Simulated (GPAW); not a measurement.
## BAs (F-43m): dielectric function

Aim: the dielectric function of BAs (F-43m), with and without local fields.

Program: GPAW 26.7.0. Level of theory: PBE and many-body steps on it, plane waves. Results are calculated unless marked as measured.

## (1) The starting structure

The structure is cubic, space group F-43m (No. 216). Conventional cell: a = 4.777 Å, b = 4.777 Å, c = 4.777 Å, α = 90.00°, β = 90.00°, γ = 90.00°. Nearest to B lie 4 As at 2.07 Å. As has 4 B at 2.07 Å nearest. Farther neighbours are not listed.

Structure file:

```
B As
1.0
     0.00000    2.38850    2.38850
     2.38850    0.00000    2.38850
     2.38850    2.38850    0.00000
B As
1 1
Direct
  0.00000 0.00000 0.00000
  0.25000 0.25000 0.25000
```

The cell and positions come from the Crystallography Open Database and are kept as given unless a step says otherwise.

## (2) Empty states on the mesh, 10×10×10 mesh, 36 bands

This step: GPAW 26.7.0; DFT, PBE, plane waves, PAW.

The sums over transitions need many empty states on a uniform mesh; this step solves for them.

Input file run.py:

```python
import json
import numpy as np
from gpaw.mpi import world
from gpaw import GPAW

calc = GPAW('gs.gpw').fixed_density(kpts={'size': (10, 10, 10), 'gamma': True},
    nbands=42,
    convergence={'bands': 36},
    txt='nscf.txt')
calc.write('full.gpw', mode='all')
res = {}
kpts = calc.get_ibz_k_points()
res['kpts'] = kpts
res['eigenvalues'] = [calc.get_eigenvalues(kpt=k) for k in range(len(kpts))]
res['n_electrons'] = calc.get_number_of_electrons()

if world.rank == 0:
    with open('result.json', 'w') as f:
        json.dump(res, f, default=lambda x: x.tolist())
```

Command:

```
mpirun -n 4 gpaw python run.py
```

Numbers of over 12 decimals in the logs are rounded to 6 here.

Output:

```text
Diagonalizing LCAO Hamiltonian
Converting LCAO to pw mode
convergence criteria:
- Maximum integral of absolute [eigenst]ate change: 4e-08 eV^2 / valence electron
maximum number of iterations: 100

SCF iterations
|iter     |     time |      energy | eigst |  dens |
|iter:   1|  |             | +4.13 |       |
|iter:   2|  |             | +2.76 |       |
|iter:   3|  |             | +1.72 |       |
[...]
|iter:  24|  |             | -7.04 |       |
|iter:  25|  |             | -7.19 |       |
|iter:  26|  |             | -7.47c|       |
SCF steps: 26
  __  _  _
 | _ |_)|_||  |
 |__||  | ||/\| - 26.7.0

Input parameters:
  mode=PW(ecut=600.0),
  convergence={'bands': 36},
  gpts=array([20, 20, 20]),
  kpts=MonkhorstPack(size=(10, 10, 10), gamma=True),
  maxiter=100,
  nbands=42,
  occupations=Occupations(name='fermi-dirac', width=0.001, fixmagmom=False),
  parallel={},
  xc=XC(name='PBE')
# Writing to full.gpw (mode='all')
  [... matrices ...]

timing:  # [seconds]
  Total: 0.044  # ━━━━━━━━━━━━━━━━━━━━━━━━━━━━━━━━━━━━━━━━━━━━━━━━━━━━━━━━━━━
```

Run time: 15 s. Hardware: 4 MPI ranks of Arm Neoverse V1, shared host; peak memory 0.65 GiB; 61 s of CPU time.

This step gave:

| Quantity | Value |
| --- | --- |
| gap | 1.183 eV |
| k of the valence top | 0, 0, 0 |
| k of the conduction bottom | 0.4, 0.4, 0 |
| least direct gap | 3.293 eV |
| k points computed | 47 |
| lowest point of the top converged band, above the valence top | 51.2838 eV |

On this mesh the gap is 1.183 eV.

## (3) RPA response

The response function is computed on a frequency grid, with local fields up to the given cutoff.

This step: linear response, RPA, on PBE, plane waves, PAW.

Input file run.py:

```python
import json
import numpy as np
from gpaw.mpi import world
from gpaw.response.df import DielectricFunction

df = DielectricFunction('full.gpw',
    ecut=50,
    nbands=36,
    eta=0.2,
    frequencies={'type': 'nonlinear', 'domega0': 0.05, 'omega2': 10.0},
    intraband=False,
    txt='df.txt')
res = {'optical': {}, 'eels': []}
for d in 'x':
    y0, y = df.get_dielectric_function(direction=d, xc='RPA', filename=None)
    res['optical'][d] = [y0.real, y0.imag, y.real, y.imag]
res['w'] = df.get_frequencies()
for q_c in [[0.1, 0, 0], [0.2, 0, 0], [0.5, 0, 0], [0.8, 0, 0], [1.2, 0, 0]]:
    res['eels'].append(df.get_eels_spectrum(q_c=q_c, xc='RPA', filename=None))

if world.rank == 0:
    with open('result.json', 'w') as f:
        json.dump(res, f, default=lambda x: x.tolist())
```

Command:

```
mpirun -n 4 gpaw python run.py
```

Output:

```text
Using integrator: PointIntegrator
NonLinearFrequencyDescriptor(from 0.000 to 73.126 eV, 364 points)
Nonperiodic BCs:  [False False False]
Using integrator: PointIntegrator
NonLinearFrequencyDescriptor(from 0.000 to 73.126 eV, 364 points)
Nonperiodic BCs:  [False False False]

Calculating chi0 body with:
    Ground state adapter containing:
    Number of spins: 1
    Number of kpoints: 1000
    Number of irreducible kpoints: 47
    Number of completely occupied states: 4
    Number of partially occupied states: 4
    Occupied states memory: 0.48828125 M / cpu

    Linear response parametrization:
    q_c: [0.0, 0.0, 0.0]
    Number of frequency points: 364
    Planewave cutoff: 50.0
    Number of bands: 36
    Number of planewaves: 15
    Broadening (eta): 0.2
    comm.size: 4
    kncomm.size: 4
    blockcomm.size: 1

    Memory estimate of potentially large arrays:
        chi0_wGG: 1.249695 M / cpu
Integrating chi0 body.

Symmetries of q_c:
    Direct symmetries (Uq -> q): 24
    Indirect symmetries (TUq -> q): 24
In total 48 allowed symmetries.

  [... matrices ...]
47 groups of equivalent kpoints. 95.3% reduction.

Integral kind: spectral function

Calculating chi0 optical extensions with:
    Ground state adapter containing:
    Number of spins: 1
    Number of kpoints: 1000
    Number of irreducible kpoints: 47
    Number of completely occupied states: 4
    Number of partially occupied states: 4
    Occupied states memory: 0.48828125 M / cpu

    Linear response parametrization:
    Number of frequency points: 364
    Planewave cutoff: 50.0
    Number of bands: 36
    Number of planewaves: 15
    Broadening (eta): 0.2
Integrating chi0 head and wings.

Symmetries of q_c:
    Direct symmetries (Uq -> q): 24
    Indirect symmetries (TUq -> q): 24
In total 48 allowed symmetries.

  [... matrices ...]
47 groups of equivalent kpoints. 95.3% reduction.

Integral kind: spectral function wings

Calculating chi0 body with:
    Ground state adapter containing:
    Number of spins: 1
    Number of kpoints: 1000
    Number of irreducible kpoints: 47
    Number of completely occupied states: 4
    Number of partially occupied states: 4
    Occupied states memory: 0.48828125 M / cpu

    Linear response parametrization:
    q_c: [0.1, 0.0, 0.0]
    Number of frequency points: 364
    Planewave cutoff: 50.0
    Number of bands: 36
    Number of planewaves: 18
    Broadening (eta): 0.2
    comm.size: 4
    kncomm.size: 4
    blockcomm.size: 1

    Memory estimate of potentially large arrays:
        chi0_wGG: 1.799560546875 M / cpu
Integrating chi0 body.

Symmetries of q_c:
    Direct symmetries (Uq -> q): 6
    Indirect symmetries (TUq -> q): 0
In total 6 allowed symmetries.

  [... matrices ...]
220 groups of equivalent kpoints. 78.0% reduction.

Integral kind: spectral function

[... 4 further calls ...]
```

Wall time 9.2 s (4 MPI ranks); peak memory 0.88 GiB.

Numbers from this step:

| Quantity | Value |
| --- | --- |
| ε at zero frequency | 9.675 |
| the same without local fields | 10.10 |

The static value is 9.67.

The ε₂ has structure finer than the step of the table below, so its rows give means over 1 eV, whole bins alone (the curve runs from 0 to 39.8 eV). Peaks (eV: height): xx, no local fields 5.4: 29.8, 7.0: 17.1; xx, local fields 5.4: 27.6, 7.0: 16.2.

RPA, broadening 0.2 eV. The ε₂ by photon energy; means over each step:

```tsv
photon energy (eV)	xx, no local fields	xx, local fields
1	0.141	0.135
2	0.398	0.379
3	1.82	1.74
4	9.75	9.44
5	19.3	18.1
6	17.6	16.6
7	14.2	13.2
8	6.06	6.05
9	2.99	2.85
10	2.95	2.82
11	2.05	2.06
12	1.32	1.27
13	1.24	1.21
14	0.966	0.942
15	0.804	0.805
16	0.630	0.643
17	0.500	0.490
18	0.465	0.459
19	0.414	0.424
20	0.297	0.370
21	0.255	0.337
22	0.155	0.254
23	0.137	0.206
24	0.117	0.143
25	0.108	0.121
26	0.105	0.108
27	0.105	0.123
28	0.0912	0.101
29	0.0922	0.112
30	0.0771	0.100
31	0.0678	0.0963
32	0.0588	0.0861
33	0.0598	0.0807
34	0.0531	0.0801
35	0.0422	0.0657
36	0.0452	0.0624
37	0.0431	0.0632
38	0.0332	0.0519
39	0.0291	0.0458
```

Optical limit, local fields. The loss function, xx by energy loss; read off at these points:

energy loss (eV), loss function, xx and a bar:
```
      0.0       0.00 
      1.0       0.00 
      2.0       0.00 
      3.0       0.01 
      4.0       0.02 
      5.0       0.03 
      6.0       0.08 #
      7.0       0.06 
      8.0       0.07 
      9.0       0.13 #
     10.0       0.19 #
     11.0       0.21 #
     12.0       0.31 ##
     13.0       0.34 ##
     14.0       0.52 ####
     15.0       0.65 #####
     16.0       0.83 ######
     17.0       1.15 ########
     18.0       1.65 ############
     19.0       2.12 ###############
     20.0       2.47 ##################
     20.4       3.31 ########################
     21.0       2.74 ####################
     22.0       3.82 ############################
     22.2       4.16 ##############################
     23.0       2.96 #####################
     24.0       1.64 ############
     25.0       1.18 ########
     26.0       0.63 #####
     27.0       0.65 #####
     28.0       0.39 ###
     29.0       0.40 ###
     30.0       0.33 ##
     31.0       0.30 ##
     32.0       0.25 ##
     33.0       0.21 #
     34.0       0.20 #
     35.0       0.15 #
     36.0       0.14 #
     37.0       0.14 #
     38.0       0.11 #
     39.0       0.09 #
```

The -Im 1/eps(q) has structure finer than the step of the table below, so its rows give means over 2 eV, whole bins alone (the curve runs from 0 to 39.8 eV). Peaks (eV: height): q = 0.228 1/A 22.0: 4.06; q = 0.456 1/A 22.2: 4.17; q = 1.139 1/A 22.2: 1.89, 25.8: 1.76; q = 1.823 1/A 30.4: 0.839, 35.8: 0.839; q = 2.734 1/A 25.8: 0.252, 31.2: 0.302, 38.6: 0.325.

RPA, local fields; q along the first reciprocal vector. The -Im 1/eps(q) by energy loss; means over each step:

```tsv
energy loss (eV)	q = 0.228 1/A	q = 0.456 1/A	q = 1.139 1/A	q = 1.823 1/A	q = 2.734 1/A
2	0.00327	0.00351	0.00199	0.00146	0.00142
4	0.0197	0.0192	0.0120	0.00982	0.0112
6	0.0426	0.0389	0.0370	0.0387	0.0417
8	0.104	0.0747	0.0625	0.0791	0.0796
10	0.138	0.155	0.109	0.116	0.100
12	0.309	0.262	0.170	0.143	0.109
14	0.433	0.432	0.289	0.173	0.125
16	0.814	0.674	0.375	0.228	0.141
18	1.53	1.18	0.455	0.333	0.172
20	2.45	2.00	0.741	0.377	0.187
22	3.56	3.60	1.53	0.452	0.177
24	2.17	2.34	1.56	0.486	0.191
26	0.778	0.970	1.63	0.576	0.228
28	0.448	0.547	1.39	0.744	0.246
30	0.326	0.368	1.11	0.809	0.282
32	0.222	0.257	0.797	0.767	0.284
34	0.168	0.191	0.449	0.800	0.278
36	0.122	0.139	0.300	0.784	0.281
38	0.0945	0.108	0.185	0.706	0.306
```

## (4) ALDA response

This step: linear response, ALDA, on PBE, plane waves, PAW.

Changes to run.py since step 3:

```diff
@@ -14,7 +14,7 @@
 for d in 'x':
-    y0, y = df.get_dielectric_function(direction=d, xc='RPA', filename=None)
+    y0, y = df.get_dielectric_function(direction=d, xc='ALDA', filename=None)
     res['optical'][d] = [y0.real, y0.imag, y.real, y.imag]
 res['w'] = df.get_frequencies()
-for q_c in [[0.1, 0, 0], [0.2, 0, 0], [0.5, 0, 0], [0.8, 0, 0], [1.2, 0, 0]]:
-    res['eels'].append(df.get_eels_spectrum(q_c=q_c, xc='RPA', filename=None))
+for q_c in [[0.5, 0, 0]]:
+    res['eels'].append(df.get_eels_spectrum(q_c=q_c, xc='ALDA', filename=None))
```

Command:

```
mpirun -n 4 gpaw python run.py
```

Output:

```text
Using integrator: PointIntegrator
NonLinearFrequencyDescriptor(from 0.000 to 73.126 eV, 364 points)
Nonperiodic BCs:  [False False False]
Using integrator: PointIntegrator
NonLinearFrequencyDescriptor(from 0.000 to 73.126 eV, 364 points)
Nonperiodic BCs:  [False False False]

Calculating chi0 body with:
    Ground state adapter containing:
    Number of spins: 1
    Number of kpoints: 1000
    Number of irreducible kpoints: 47
    Number of completely occupied states: 4
    Number of partially occupied states: 4
    Occupied states memory: 0.48828125 M / cpu

    Linear response parametrization:
    q_c: [0.0, 0.0, 0.0]
    Number of frequency points: 364
    Planewave cutoff: 50.0
    Number of bands: 36
    Number of planewaves: 15
    Broadening (eta): 0.2
    comm.size: 4
    kncomm.size: 4
    blockcomm.size: 1

    Memory estimate of potentially large arrays:
        chi0_wGG: 1.249695 M / cpu
Integrating chi0 body.

Symmetries of q_c:
    Direct symmetries (Uq -> q): 24
    Indirect symmetries (TUq -> q): 24
In total 48 allowed symmetries.

  [... matrices ...]
47 groups of equivalent kpoints. 95.3% reduction.

Integral kind: spectral function

Calculating chi0 optical extensions with:
    Ground state adapter containing:
    Number of spins: 1
    Number of kpoints: 1000
    Number of irreducible kpoints: 47
    Number of completely occupied states: 4
    Number of partially occupied states: 4
    Occupied states memory: 0.48828125 M / cpu

    Linear response parametrization:
    Number of frequency points: 364
    Planewave cutoff: 50.0
    Number of bands: 36
    Number of planewaves: 15
    Broadening (eta): 0.2
Integrating chi0 head and wings.

Symmetries of q_c:
    Direct symmetries (Uq -> q): 24
    Indirect symmetries (TUq -> q): 24
[...]
(0,0)   1.00000000  0.99933678  yes
      (1,-1)  0.00000000  0.00000000  yes
      (1,0)   0.00000000  0.00000000  yes
[...]
In total: 0.999997 of the surface norm square is covered on average
      In total: 0.999997 of the surface norm square could be covered on average

    RSHE of atom 1
      (l,m)   max weight  avg weight  included
[...]
In total: 0.999970 of the surface norm square is covered on average
      In total: 0.999970 of the surface norm square could be covered on average

  [... matrices ...]

Calculating chi0 body with:
    Ground state adapter containing:
    Number of spins: 1
    Number of kpoints: 1000
    Number of irreducible kpoints: 47
    Number of completely occupied states: 4
    Number of partially occupied states: 4
    Occupied states memory: 0.48828125 M / cpu

    Linear response parametrization:
    q_c: [0.5, 0.0, 0.0]
    Number of frequency points: 364
    Planewave cutoff: 50.0
    Number of bands: 36
    Number of planewaves: 22
    Broadening (eta): 0.2
    comm.size: 4
    kncomm.size: 4
    blockcomm.size: 1

    Memory estimate of potentially large arrays:
        chi0_wGG: 2.688232421875 M / cpu
Integrating chi0 body.

Symmetries of q_c:
    Direct symmetries (Uq -> q): 6
    Indirect symmetries (TUq -> q): 6
In total 12 allowed symmetries.

  [... matrices ...]
116 groups of equivalent kpoints. 88.4% reduction.

Integral kind: spectral function

Calculating ALDA kernel
Calculating f(G)
    Calculating PAW corrections

    RSHE of atom 0
      (l,m)   max weight  avg weight  included
[...]
[... further lines of this kind ...]
      In total: 0.999997 of the surface norm square is covered on average
      In total: 0.999997 of the surface norm square could be covered on average

    RSHE of atom 1
      (l,m)   max weight  avg weight  included
[...]
(4,-2)  0.00000000  0.00000000  yes
      (4,-1)  0.00000000  0.00000000  yes
      In total: 0.999970 of the surface norm square is covered on average
      In total: 0.999970 of the surface norm square could be covered on average
```

Run time: 4.8 s. Hardware: 4 MPI ranks; peak memory 0.88 GiB; 19 s of CPU time.

Numbers from this step:

* ε at zero frequency: 9.791
* the same without local fields: 10.10

The static value is 9.79.

## (5) RPA response, local-field cutoff (10×10×10 mesh, 36 bands, screening to 5 eV, broadening 0.2 eV)

This step: linear response, RPA, on PBE, plane waves, PAW.

Changes to run.py since step 4:

```diff
@@ -6,3 +6,3 @@
 df = DielectricFunction('full.gpw',
-    ecut=50,
+    ecut=5,
     nbands=36,
@@ -14,3 +14,3 @@
 for d in 'x':
-    y0, y = df.get_dielectric_function(direction=d, xc='ALDA', filename=None)
+    y0, y = df.get_dielectric_function(direction=d, xc='RPA', filename=None)
     res['optical'][d] = [y0.real, y0.imag, y.real, y.imag]
@@ -18,3 +18,3 @@
 for q_c in [[0.5, 0, 0]]:
-    res['eels'].append(df.get_eels_spectrum(q_c=q_c, xc='ALDA', filename=None))
+    res['eels'].append(df.get_eels_spectrum(q_c=q_c, xc='RPA', filename=None))
```

Command:

```
mpirun -n 4 gpaw python run.py
```

Output:

```text
Using integrator: PointIntegrator
NonLinearFrequencyDescriptor(from 0.000 to 73.126 eV, 364 points)
Nonperiodic BCs:  [False False False]
Using integrator: PointIntegrator
NonLinearFrequencyDescriptor(from 0.000 to 73.126 eV, 364 points)
Nonperiodic BCs:  [False False False]

Calculating chi0 body with:
    Ground state adapter containing:
    Number of spins: 1
    Number of kpoints: 1000
    Number of irreducible kpoints: 47
    Number of completely occupied states: 4
    Number of partially occupied states: 4
    Occupied states memory: 0.48828125 M / cpu

    Linear response parametrization:
    q_c: [0.0, 0.0, 0.0]
    Number of frequency points: 364
    Planewave cutoff: 5.0
    Number of bands: 36
    Number of planewaves: 1
    Broadening (eta): 0.2
    comm.size: 4
    kncomm.size: 4
    blockcomm.size: 1

    Memory estimate of potentially large arrays:
        chi0_wGG: 0.0055542 M / cpu
Integrating chi0 body.

Symmetries of q_c:
    Direct symmetries (Uq -> q): 24
    Indirect symmetries (TUq -> q): 24
In total 48 allowed symmetries.

  [... matrices ...]
47 groups of equivalent kpoints. 95.3% reduction.

Integral kind: spectral function

Calculating chi0 optical extensions with:
    Ground state adapter containing:
    Number of spins: 1
    Number of kpoints: 1000
    Number of irreducible kpoints: 47
    Number of completely occupied states: 4
    Number of partially occupied states: 4
    Occupied states memory: 0.48828125 M / cpu

    Linear response parametrization:
    Number of frequency points: 364
    Planewave cutoff: 5.0
    Number of bands: 36
    Number of planewaves: 1
    Broadening (eta): 0.2
Integrating chi0 head and wings.

Symmetries of q_c:
    Direct symmetries (Uq -> q): 24
    Indirect symmetries (TUq -> q): 24
In total 48 allowed symmetries.

  [... matrices ...]
47 groups of equivalent kpoints. 95.3% reduction.

Integral kind: spectral function wings

Calculating chi0 body with:
    Ground state adapter containing:
    Number of spins: 1
    Number of kpoints: 1000
    Number of irreducible kpoints: 47
    Number of completely occupied states: 4
    Number of partially occupied states: 4
    Occupied states memory: 0.48828125 M / cpu

    Linear response parametrization:
    q_c: [0.5, 0.0, 0.0]
    Number of frequency points: 364
    Planewave cutoff: 5.0
    Number of bands: 36
    Number of planewaves: 2
    Broadening (eta): 0.2
    comm.size: 4
    kncomm.size: 4
    blockcomm.size: 1

    Memory estimate of potentially large arrays:
        chi0_wGG: 0.022216796875 M / cpu
Integrating chi0 body.

Symmetries of q_c:
    Direct symmetries (Uq -> q): 6
    Indirect symmetries (TUq -> q): 6
In total 12 allowed symmetries.

  [... matrices ...]
116 groups of equivalent kpoints. 88.4% reduction.

Integral kind: spectral function
```

It took 4.3 s on 4 MPI ranks; peak memory 0.85 GiB.

This step gave:

- ε at zero frequency: 10.10
- the same without local fields: 10.10

The static value is 10.10.

## (6) RPA response, fewer bands (10×10×10 mesh, 9 bands, screening to 50 eV, broadening 0.2 eV)

Changes to run.py since step 5:

```diff
@@ -6,4 +6,4 @@
 df = DielectricFunction('full.gpw',
-    ecut=5,
-    nbands=36,
+    ecut=50,
+    nbands=9,
     eta=0.2,
@@ -17,3 +17,3 @@
 res['w'] = df.get_frequencies()
-for q_c in [[0.5, 0, 0]]:
+for q_c in []:
     res['eels'].append(df.get_eels_spectrum(q_c=q_c, xc='RPA', filename=None))
```

Command:

```
mpirun -n 4 gpaw python run.py
```

Output:

```text
Using integrator: PointIntegrator
NonLinearFrequencyDescriptor(from 0.000 to 28.403 eV, 262 points)
Nonperiodic BCs:  [False False False]
Using integrator: PointIntegrator
NonLinearFrequencyDescriptor(from 0.000 to 28.403 eV, 262 points)
Nonperiodic BCs:  [False False False]

Calculating chi0 body with:
    Ground state adapter containing:
    Number of spins: 1
    Number of kpoints: 1000
    Number of irreducible kpoints: 47
    Number of completely occupied states: 4
    Number of partially occupied states: 4
    Occupied states memory: 0.48828125 M / cpu

[...]
Ground state adapter containing:
    Number of spins: 1
    Number of kpoints: 1000
    Number of irreducible kpoints: 47
    Number of completely occupied states: 4
    Number of partially occupied states: 4
    Occupied states memory: 0.48828125 M / cpu

    Linear response parametrization:
    Number of frequency points: 262
    Planewave cutoff: 50.0
    Number of bands: 9
    Number of planewaves: 15
    Broadening (eta): 0.2
Integrating chi0 head and wings.

Symmetries of q_c:
    Direct symmetries (Uq -> q): 24
    Indirect symmetries (TUq -> q): 24
In total 48 allowed symmetries.

  [... matrices ...]
47 groups of equivalent kpoints. 95.3% reduction.

Integral kind: spectral function wings
```

Run time: 3.3 s. Hardware: 4 MPI ranks; peak memory 0.48 GiB; 13 s of CPU time.

This step gave:

```
ε at zero frequency           : 9.597
the same without local fields : 9.981
```

(Part 1 of 2 ends here.)

[Paths, hosts, dates, memory and timing lines, banners, echoed tables and standing remarks are left out of the program output.]

[Logs are printed without paths, hosts, clocks, repeated set-up lines and the standing remarks that a program may print on its own settings, such as how far it seeks lower states.]

[Runs of the session that timed out or met a known fault of the program may be left out.]

[Hosts, paths, dates, database ids (printed as entryN), source tags and the programs' standing remarks are cut or masked in the printed files.]
